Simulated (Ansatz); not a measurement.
# In2O3: the cost of one run

Method: DFT PBE, scalar-relativistic, plane waves, PAW, in Ansatz 0.2.0.

5 further runs of the same task are left out: 1 that didn't finish, 4 set aside as unsound or not needed. Runs told in other sessions of the task aren't counted.

## (1) The starting structure

The cell holds 40 atoms (In15O24Yb): a = 8.102 Å, b = 8.102 Å, c = 8.102 Å, α = 86.97°, β = 86.97°, γ = 86.97°.

The coordinates of this cell stand in the input of its own run.

The host was relaxed before at PBE: a = 5.575 Å, b = 5.575 Å, c = 14.757 Å, α = 90.00°, β = 90.00°, γ = 120.00° (conventional cell), 13.241 Å³/atom.

Places, in fractions of the supercell: Yb in place of In at (0.643, 0.643, 0.643). The start keeps the symmetry of the ideal site.

## (2) Band edges of the host over the zone

Input file input.yaml:

```yaml
crystal:
  lattice:
    - [2.7876173788, 1.6094316441, 4.9190318982]
    - [-2.7876173788, 1.6094316441, 4.9190318982]
    - [0.0, -3.2188632881, 4.9190318982]
  atoms:
    - { symbol: In, position: [0.6427971166, 0.6427971166, 0.6427971166] }
    - { symbol: In, position: [0.8572028834, 0.8572028834, 0.8572028834] }
    - { symbol: In, position: [0.3572028834, 0.3572028834, 0.3572028834] }
    - { symbol: In, position: [0.1427971166, 0.1427971166, 0.1427971166] }
    - { symbol: O, position: [0.0465672034, 0.75, 0.4534327966] }
    - { symbol: O, position: [0.75, 0.4534327966, 0.0465672034] }
    - { symbol: O, position: [0.4534327966, 0.0465672034, 0.75] }
    - { symbol: O, position: [0.9534327966, 0.25, 0.5465672034] }
    - { symbol: O, position: [0.5465672034, 0.9534327966, 0.25] }
    - { symbol: O, position: [0.25, 0.5465672034, 0.9534327966] }
basis:
  ecutwfc: 420
  xc_grid: 2
kpoints:
  mp_grid: { grid: [6, 6, 6] }
  band_path: { path: [VBM, CBM], npoints: 2 }
hamiltonian:
  xc: pbe
scf:
  occupations: { method: gaussian, width: 0.02 }
output:
  forces: true
  stress: true
  eigenvalues: true
```

The run is started by

```
ansatz run input.yaml --threads 8 --pin off --max-ram 16384MiB --backend cpu --events-out ev --progress --plain --runs-dir out
```

Q: Estimate wall time and peak memory on 8 threads of Arm Neoverse V1, shared host.

About 10 s, with a peak of 0.71 GiB.
